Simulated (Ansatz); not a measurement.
Equation of state of Te

```xyz
3
Lattice="4.2341 -2.3712 0.0000 4.2341 2.3712 0.0000 -0.1305 0.0000 3.9573" Properties=species:S:1:pos:R:3 pbc="T T T"
Te    5.6364    0.0000    2.6712
Te    2.7013    0.0000    1.2861
Te    0.0000    0.0000    0.0000
```

The cell comes from COD entry 1533530, which wasn't checked; take it as a given geometry.

No spin–orbit coupling, which matters for the heavy atoms here.

All numbers are computed: DFT, PBE, all-electron LAPW, scalar-relativistic (Ansatz 0.2.0); DFT, PBE, PAW with Ansatz's default frozen-core files, scalar-relativistic (Ansatz 0.2.0).

For LAPW: a Γ-centred 8×8×8 k mesh, Fermi–Dirac smearing of 0.05 eV, basis error target 1 meV/atom, no spin polarisation. PAW takes a cutoff of 420 eV at this cell. The Ansatz runs share mesh, smearing and spin set-up. Plane-wave (PAW) pressures include the program's estimate of the Pulay term.

The cell above is scaled evenly, with fractional coordinates and shape held.

| V/V(cell) | V (Å³/atom) | P, LAPW (GPa) | P, PAW (GPa) |
| --- | --- | --- | --- |
| 0.9400 | 24.898 | 15.94 | 15.92 |
| 0.9600 | 25.428 | 13.54 | 13.53 |
| 0.9800 | 25.958 | ? | ? |
| 0.9900 | 26.223 | 10.37 | 10.35 |
| 1.0000 | 26.488 | 9.42 | 9.40 |
| 1.0100 | 26.752 | 8.51 | 8.49 |
| 1.0200 | 27.017 | 7.64 | 7.63 |
| 1.0400 | 27.547 | 6.04 | 6.03 |
| 1.0600 | 28.077 | 4.59 | 4.58 |

Task: Fill in the row V/V(cell) = 0.9800.

Result: P, LAPW (GPa) = 11.38, P, PAW (GPa) = 11.36.
